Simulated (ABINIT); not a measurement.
**BN (Qingsongite): G0W0 in ABINIT against the plane-wave cutoff**

How does the gap of BN (Qingsongite) converge in the plane-wave cutoff?

Method: PBE and many-body steps on it, plane waves, in ABINIT 10.8.3.

### 1. Set-up

The structure is cubic, space group F-43m (No. 216). The conventional cell has a = 3.615 Å, b = 3.615 Å, c = 3.615 Å, α = 90.00°, β = 90.00°, γ = 90.00°. B has 4 N at 1.57 Å nearest. Nearest to N lie 4 B at 1.57 Å. Farther neighbours and most contacts between anions are not listed.

The cell and positions come from the Crystallography Open Database and are kept as given unless a step says otherwise.

### 2. Empty states on the mesh, 8×8×8 mesh, 226 bands

This step: ABINIT 10.8.3; DFT, PBE, plane waves, norm-conserving pseudopotentials.

The sums over transitions need many empty states on a uniform mesh; this step solves for them.

run.abi reads:

```
acell 3*1.0 Angstrom
rprim 
  -0.000000000000 1.807500000000 1.807500000000
  1.807500000000 0.000000000000 1.807500000000
  1.807500000000 1.807500000000 -0.000000000000
ntypat 2
znucl 5 7
natom 2
typat 1 2
xred 
  0.000000000000 0.000000000000 0.000000000000
  0.250000000000 0.250000000000 0.250000000000
pp_dirpath "pseudos"
pseudos "B.upf, N.upf"
ecut 36
ngkpt 8 8 8
nshiftk 1
shiftk 0 0 0
kptopt 1
chksymbreak 0
irdden 1
istwfk *1
nband 226
prtvol 0
optdriver 6
gwr_task "HDIAGO"
paral_kgb 0
occopt 1
indata_prefix "in"
outdata_prefix "out"
tmpdata_prefix "tmp"
```

The run is started by

```
$ OMP_NUM_THREADS=1 mpirun -n 8 abinit run.abi > log
```

What it wrote:

```text
.Version 10.8.3 of ABINIT. v10.8.2 released Aug 2026.

 Symmetries : space group F-4 3 m (#216); Bravais cF (face-center cubic)
[... echo of the input left out ...]
== DATASET  1 ==================================================================
-   mpi_nproc: 8, omp_nthreads: 1 (-1 if OMP is not activated)

--- !DatasetInfo
iteration_state: {dtset: 1, }
dimensions: {natom: 2, nkpt: 29, mband: 226, nsppol: 1, nspinor: 1, nspden: 1, mpw: 869, }
cutoff_energies: {ecut:  36.0, pawecutdg:  -1.0, }
[...]
Indirect band gap semiconductor
 Fundamental gap:     4.535 (eV)
   VBM:     8.220 (eV) at k: [ 0.0000E+00,  0.0000E+00,  0.0000E+00]
   CBM:    12.755 (eV) at k: [ 5.0000E-01,  5.0000E-01,  0.0000E+00]
 Direct gap:         8.878 (eV) at k: [ 0.0000E+00,  0.0000E+00,  0.0000E+00]

== END DATASET(S) ==============================================================
================================================================================

 -outvars: echo values of variables after computation  --------
           etotal      0.0000000000E+00
            nband         226
             nkpt          29
          spgroup         216
 [... the other variables as echoed above ...]

 Calculation completed.
```

The job ended after 5.6 s (8 MPI ranks of AMD EPYC 7R43, shared host; peak memory 0.81 GiB).

This step gave:

* gap: 4.535 eV
* k of the valence top: 0, 0, 0
* k of the conduction bottom: 0.5, 0.5, 0
* least direct gap: 8.878 eV
* k points computed: 29
* lowest point of the top converged band, above the valence top: 374.1121 eV

On this mesh the gap is 4.535 eV.

The density comes from a self-consistent run that is not shown.

### 3. Empty states on the mesh, 8×8×8 mesh, 66 bands

Edit run.abi of step 2 so:

```diff
@@ -14,3 +14,3 @@
 pseudos "B.upf, N.upf"
-ecut 36
+ecut 22
 ngkpt 8 8 8
@@ -22,3 +22,3 @@
 istwfk *1
-nband 226
+nband 66
 prtvol 0
```

What it wrote:

```text
[banner, memory and clock lines left out]
.Version 10.8.3 of ABINIT. v10.8.2 released Aug 2026.

 Symmetries : space group F-4 3 m (#216); Bravais cF (face-center cubic)
[... echo of the input left out ...]
== DATASET  1 ==================================================================
-   mpi_nproc: 8, omp_nthreads: 1 (-1 if OMP is not activated)

--- !DatasetInfo
iteration_state: {dtset: 1, }
dimensions: {natom: 2, nkpt: 29, mband: 66, nsppol: 1, nspinor: 1, nspden: 1, mpw: 411, }
cutoff_energies: {ecut:  22.0, pawecutdg:  -1.0, }
[...]
Integrated=    8.0000E+00

 === KS gaps after direct diagonalization ===
 Indirect band gap semiconductor
 Fundamental gap:     4.542 (eV)
   VBM:     8.244 (eV) at k: [ 0.0000E+00,  0.0000E+00,  0.0000E+00]
   CBM:    12.786 (eV) at k: [ 5.0000E-01,  5.0000E-01,  0.0000E+00]
 Direct gap:         8.955 (eV) at k: [ 0.0000E+00,  0.0000E+00,  0.0000E+00]

== END DATASET(S) ==============================================================

 -outvars: echo values of variables after computation  --------
           etotal      0.0000000000E+00
            nband          66
             nkpt          29
          spgroup         216
 [... the other variables as echoed above ...]

 Calculation completed.
```

Run time: 3.2 s. Hardware: 8 MPI ranks; peak memory 0.51 GiB; 22 s of CPU time.

This step gave:

| Property | Result |
| --- | --- |
| gap | 4.542 eV |
| k of the valence top | 0, 0, 0 |
| k of the conduction bottom | 0.5, 0.5, 0 |
| least direct gap | 8.955 eV |
| k points computed | 29 |
| lowest point of the top converged band, above the valence top | 124.4279 eV |

On this mesh the gap is 4.542 eV.

### 4. Empty states on the mesh, 8×8×8 mesh, 66 bands

Edit run.abi of step 3 so:

```diff
@@ -14,3 +14,3 @@
 pseudos "B.upf, N.upf"
-ecut 22
+ecut 29
 ngkpt 8 8 8
```

What it wrote:

```text
[banner, memory and clock lines left out]
.Version 10.8.3 of ABINIT. v10.8.2 released Aug 2026.

 Symmetries : space group F-4 3 m (#216); Bravais cF (face-center cubic)
[... echo of the input left out ...]
== DATASET  1 ==================================================================
-   mpi_nproc: 8, omp_nthreads: 1 (-1 if OMP is not activated)

--- !DatasetInfo
iteration_state: {dtset: 1, }
dimensions: {natom: 2, nkpt: 29, mband: 66, nsppol: 1, nspinor: 1, nspden: 1, mpw: 609, }
cutoff_energies: {ecut:  29.0, pawecutdg:  -1.0, }
[...]
Integrated=    8.0000E+00

 === KS gaps after direct diagonalization ===
 Indirect band gap semiconductor
 Fundamental gap:     4.539 (eV)
   VBM:     8.221 (eV) at k: [ 0.0000E+00,  0.0000E+00,  0.0000E+00]
   CBM:    12.759 (eV) at k: [ 5.0000E-01,  5.0000E-01,  0.0000E+00]
 Direct gap:         8.889 (eV) at k: [ 0.0000E+00,  0.0000E+00,  0.0000E+00]

== END DATASET(S) ==============================================================

 -outvars: echo values of variables after computation  --------
           etotal      0.0000000000E+00
            nband          66
             nkpt          29
          spgroup         216
 [... the other variables as echoed above ...]

 Calculation completed.
```

It took 3.5 s on 8 MPI ranks; peak memory 0.65 GiB.

Numbers from this step:

| Property | Result |
| --- | --- |
| gap | 4.539 eV |
| k of the valence top | 0, 0, 0 |
| k of the conduction bottom | 0.5, 0.5, 0 |
| least direct gap | 8.889 eV |
| k points computed | 29 |
| lowest point of the top converged band, above the valence top | 124.3738 eV |

On this mesh the gap is 4.539 eV.

### 5. Empty states on the mesh, 8×8×8 mesh, 66 bands

Edit run.abi of step 4 so:

```diff
@@ -14,3 +14,3 @@
 pseudos "B.upf, N.upf"
-ecut 29
+ecut 45
 ngkpt 8 8 8
```

What it wrote:

```text
[banner, memory and clock lines left out]
.Version 10.8.3 of ABINIT. v10.8.2 released Aug 2026.

 Symmetries : space group F-4 3 m (#216); Bravais cF (face-center cubic)
[... echo of the input left out ...]
== DATASET  1 ==================================================================
-   mpi_nproc: 8, omp_nthreads: 1 (-1 if OMP is not activated)

--- !DatasetInfo
iteration_state: {dtset: 1, }
dimensions: {natom: 2, nkpt: 29, mband: 66, nsppol: 1, nspinor: 1, nspden: 1, mpw: 1174, }
cutoff_energies: {ecut:  45.0, pawecutdg:  -1.0, }
[...]
Integrated=    8.0000E+00

 === KS gaps after direct diagonalization ===
 Indirect band gap semiconductor
 Fundamental gap:     4.534 (eV)
   VBM:     8.221 (eV) at k: [ 0.0000E+00,  0.0000E+00,  0.0000E+00]
   CBM:    12.755 (eV) at k: [ 5.0000E-01,  5.0000E-01,  0.0000E+00]
 Direct gap:         8.877 (eV) at k: [ 0.0000E+00,  0.0000E+00,  0.0000E+00]

== END DATASET(S) ==============================================================

 -outvars: echo values of variables after computation  --------
           etotal      0.0000000000E+00
            nband          66
             nkpt          29
          spgroup         216
 [... the other variables as echoed above ...]

 Calculation completed.
```

It took 7.7 s on 8 MPI ranks; peak memory 1.1 GiB.

Numbers from this step:

```yaml
gap: 4.534 eV
k_of_the_valence_top: 0, 0, 0
k_of_the_conduction_bottom: 0.5, 0.5, 0
least_direct_gap: 8.877 eV
k_points_computed: 29
lowest_point_of_the_top_converged_band_above_the_valence_top: 124.3628 eV
```

On this mesh the gap is 4.534 eV.

### 6. Screening, 8×8×8 mesh, 58 bands, screening to 261.2 eV

The RPA dielectric matrix is built and inverted for each q.

This step: RPA screening on PBE, plane waves, norm-conserving pseudopotentials.

Edit run.abi of step 5 so:

```diff
@@ -14,3 +14,3 @@
 pseudos "B.upf, N.upf"
-ecut 45
+ecut 22
 ngkpt 8 8 8
@@ -20,10 +20,11 @@
 chksymbreak 0
-irdden 1
 istwfk *1
-nband 66
-prtvol 0
-optdriver 6
-gwr_task "HDIAGO"
-paral_kgb 0
 occopt 1
+irdwfk 1
+optdriver 3
+nband 58
+ecuteps 9.6
+inclvkb 2
+awtr 1
+symchi 1
 indata_prefix "in"
```

What it wrote:

```text
.Version 10.8.3 of ABINIT. v10.8.2 released Aug 2026.

 Symmetries : space group F-4 3 m (#216); Bravais cF (face-center cubic)
[... echo of the input left out ...]
== DATASET  1 ==================================================================
-   mpi_nproc: 8, omp_nthreads: 1 (-1 if OMP is not activated)

--- !DatasetInfo
iteration_state: {dtset: 1, }
dimensions: {natom: 2, nkpt: 29, mband: 58, nsppol: 1, nspinor: 1, nspden: 1, mpw: 411, }
cutoff_energies: {ecut:  22.0, pawecutdg:  -1.0, }
electrons: {nelect:   8.00000000E+00, charge:   0.00000000E+00, occopt:   1.00000000E+00, tsmear:   1.00000000E-02, }

 SCREENING: Calculation of the susceptibility and dielectric matrices

 Based on a program developped by R.W. Godby, V. Olevano, G. Onida, and L. Reining.
 Incorporated in ABINIT by V. Olevano, G.-M. Rignanese, and M. Torrent.
.Using double precision arithmetic ; gwpc =  8

[... cell and pseudopotentials left out ...]
--------------------------------------------------------------------------------

 ==== K-mesh for the wavefunctions ====
 Number of points in the irreducible wedge :    29
[... list of points left out ...]
 Together with 24 symmetry operations and time-reversal symmetry
 yields   512 points in the full Brillouin Zone.

 ==== Q-mesh for the screening function ====
 Number of points in the irreducible wedge :    29
[... list of points left out ...]
 Together with 24 symmetry operations and time-reversal symmetry
 yields   512 points in the full Brillouin Zone.

 setmesh: FFT mesh size selected  =    18x   18x   18
          total number of points  =         5832

 vcoul_init : cutoff-mode = AUXILIARY_FUNCTION
 q-points for optical limit:   1
     1)      0.000010    0.000020    0.000030

- screening: taking advantage of time-reversal symmetry
- Maximum band index for partially occupied states nbvw = 4
- Remaining bands to be divided among processors   nbcw = 54
- Number of bands treated by each node ~6

 Number of electrons calculated from density =    8.0000; Expected =    8.0000
 average of density, n =  0.100376
 r_s =    1.3348
 omega_plasma =   30.5612 [eV]

 calculating chi0 at frequencies [eV] :
  1    0.000000E+00    0.000000E+00
  2    0.000000E+00    3.056116E+01

--------------------------------------------------------------------------------
  q-point number  1        q = ( 0.000000, 0.000000, 0.000000) [r.l.u.]
--------------------------------------------------------------------------------
[... chi0 elements left out ...]
 For q-point:  0.000010 0.000020 0.000030
  dielectric constant =   4.3324
  dielectric constant without local fields =   4.6869

  Average fulfillment of the sum rule on Im[epsilon] for q-point    1 :     84.18  [%]
[... wings left out ...]
  q-point number  2        q = ( 0.125000, 0.000000, 0.000000) [r.l.u.]
--------------------------------------------------------------------------------
[... chi0 elements left out ...]
  Average fulfillment of the sum rule on Im[epsilon] for q-point    2 :     96.63  [%]

 [... 27 further q-points ...]
```

The job ended after 30 s (8 MPI ranks; peak memory 0.89 GiB; 3.9 min of CPU time).

This step gave:

```yaml
eps_infinity_with_local_fields_on_this_mesh_along_the_program_s_q_direction: 4.332
the_same_without_local_fields: 4.687
plasma_frequency: 30.56 eV
plane_waves_in_the_screening_matrix: 113
```

Local fields lower ε∞ by 8 %.

### 7. 22 Ha

This step: G0W0 on PBE, plane waves, norm-conserving pseudopotentials.

Edit run.abi of step 6 so:

```diff
@@ -23,8 +23,17 @@
 irdwfk 1
-optdriver 3
+optdriver 4
 nband 58
+gwcalctyp 0
+ecutsigx 22
+symsigma 1
+nkptgw 2
+kptgw 
+  0.0000000000 0.0000000000 0.0000000000
+  0.5000000000 0.5000000000 0.0000000000
+bdgw 
+  2 7
+  3 6
 ecuteps 9.6
-inclvkb 2
-awtr 1
-symchi 1
+irdscr 1
+ppmodel 1
 indata_prefix "in"
```

What it wrote:

```text
.Version 10.8.3 of ABINIT. v10.8.2 released Aug 2026.

 Symmetries : space group F-4 3 m (#216); Bravais cF (face-center cubic)
[... echo of the input left out ...]
== DATASET  1 ==================================================================
-   mpi_nproc: 8, omp_nthreads: 1 (-1 if OMP is not activated)

--- !DatasetInfo
iteration_state: {dtset: 1, }
dimensions: {natom: 2, nkpt: 29, mband: 58, nsppol: 1, nspinor: 1, nspden: 1, mpw: 411, }
cutoff_energies: {ecut:  22.0, pawecutdg:  -1.0, }
electrons: {nelect:   8.00000000E+00, charge:   0.00000000E+00, occopt:   1.00000000E+00, tsmear:   1.00000000E-02, }

 SIGMA: Calculation of the GW corrections

 Based on a program developped by R.W. Godby, V. Olevano, G. Onida, and L. Reining.
 Incorporated in ABINIT by V. Olevano, G.-M. Rignanese, and M. Torrent.
.Using double precision arithmetic ; gwpc =  8

[... cell and pseudopotentials left out ...]
--------------------------------------------------------------------------------

 ==== K-mesh for the wavefunctions ====
 Number of points in the irreducible wedge :    29
[... list of points left out ...]
 Together with 24 symmetry operations and time-reversal symmetry
 yields   512 points in the full Brillouin Zone.

 ==== Q-mesh for screening function ====
 Number of points in the irreducible wedge :    29
[... list of points left out ...]
 Together with 24 symmetry operations and time-reversal symmetry
 yields   512 points in the full Brillouin Zone.

 vcoul_init : cutoff-mode = AUXILIARY_FUNCTION
 q-points for optical limit:   1
     1)      0.000010    0.000020    0.000030
 setmesh: FFT mesh size selected  =    24x   24x   24
          total number of points  =        13824

 Number of electrons calculated from density =    8.0000; Expected =    8.0000
 average of density, n =  0.100376
 r_s =    1.3348
 omega_plasma =   30.5612 [eV]

 === KS Band Gaps ===
  >>>> For spin  1
   Minimum direct gap =   8.9553 [eV], located at k-point      :   0.0000  0.0000  0.0000
   Fundamental gap    =   4.5423 [eV], Top of valence bands at :   0.0000  0.0000  0.0000
                                       Bottom of conduction at :   0.5000  0.5000  0.0000
 SIGMA fundamental parameters:
 PLASMON POLE MODEL  1
 number of plane-waves for SigmaX                  411
 number of plane-waves for SigmaC and W            113
 number of plane-waves for wavefunctions           411
 number of bands                                    58
 number of independent spin polarizations            1
 number of spinorial components                      1
 number of k-points in IBZ                          29
 number of q-points in IBZ                          29
 number of symmetry operations                      24
 number of k-points in BZ                          512
 number of q-points in BZ                          512
 number of frequencies for dSigma/dE                 9
 frequency step for dSigma/dE [eV]                0.25
 number of omega for Sigma on real axis              0
 max omega for Sigma on real axis  [eV]           0.00
 zcut for avoiding poles [eV]                     0.10

 EPSILON^-1 parameters (SCR file):
 dimension of the eps^-1 matrix on file            113
 dimension of the eps^-1 matrix used               113
 number of plane-waves for wavefunctions           411
 number of bands                                    58
 number of q-points in IBZ                          29
 number of frequencies                               2
 number of real frequencies                          1
 number of imag frequencies                          1

 matrix elements of self-energy operator (all in [eV])

 Perturbative Calculation

--- !SelfEnergy_ee
iteration_state: {dtset: 1, }
kpoint     : [   0.000,    0.000,    0.000, ]
spin       : 1
KS_gap     :    8.955
QP_gap     :   10.973
Delta_QP_KS:    2.018
data: !SigmaeeData |
     Band     E0 <VxcDFT>   SigX SigC(E0)      Z dSigC/dE  Sig(E)    E-E0       E
        2   8.244 -18.484 -22.018   2.584   0.829  -0.207 -19.271  -0.787   7.457
        3   8.244 -18.484 -22.018   2.584   0.829  -0.207 -19.271  -0.787   7.457
        4   8.244 -18.484 -22.018   2.584   0.829  -0.207 -19.271  -0.787   7.457
        5  17.199 -13.779  -7.166  -5.154   0.843  -0.186 -12.548   1.231  18.430
        6  17.199 -13.779  -7.166  -5.154   0.843  -0.186 -12.548   1.231  18.430
        7  17.199 -13.779  -7.166  -5.154   0.843  -0.186 -12.548   1.231  18.430

--- !SelfEnergy_ee
iteration_state: {dtset: 1, }
kpoint     : [   0.500,    0.500,    0.000, ]
spin       : 1
KS_gap     :    9.423
QP_gap     :   11.363
Delta_QP_KS:    1.940
data: !SigmaeeData |
     Band     E0 <VxcDFT>   SigX SigC(E0)      Z dSigC/dE  Sig(E)    E-E0       E
        3   3.363 -16.473 -21.621   3.560   0.821  -0.218 -17.777  -1.304   2.059
        4   3.363 -16.473 -21.621   3.560   0.821  -0.218 -17.777  -1.304   2.059
        5  12.786 -12.548  -7.385  -4.419   0.855  -0.170 -11.912   0.636  13.422
        6  17.581 -12.684  -6.783  -5.002   0.851  -0.175 -11.918   0.766  18.347

== END DATASET(S) ==============================================================
================================================================================

 -outvars: echo values of variables after computation  --------
           etotal      0.0000000000E+00
            nband          58
             nkpt          29
          spgroup         216
 [... the other variables as echoed above ...]

 Calculation completed.
```

Run time: 5.3 s. Hardware: 8 MPI ranks; peak memory 0.94 GiB.

This step gave:

* G0W0 gap on the points computed: 5.965 eV
* starting gap on the mesh: 4.542 eV
* k of the valence top: 0, 0, 0
* k of the conduction bottom: 0.5, 0.5, 0
* Z at the valence top: 0.829
* Z at the conduction bottom: 0.855
* least direct G0W0 gap on the computed points: 10.97 eV

(Part 1 of 2 ends here.)

[Paths, hosts, dates, memory and timing lines, banners, echoed tables and standing remarks are left out of the program output.]

[Logs are printed without paths, hosts, clocks, repeated set-up lines and the standing remarks that a program may print on its own settings, such as how far it seeks lower states.]

[Runs of the session that timed out or met a known fault of the program may be left out.]

[Hosts, paths, dates, database ids (printed as entryN), source tags and the programs' standing remarks are cut or masked in the printed files.]

[G0W0 gaps are taken among the corrected bands and points alone; a level outside them can change the order at an edge.]

[Where Ansatz stands beside ABINIT at settings called matched, ABINIT's density can come from a denser mesh and the files from another edition; pairs whose starting gaps differed by over 0.03 eV were left out, so agreement reads better than it is.]
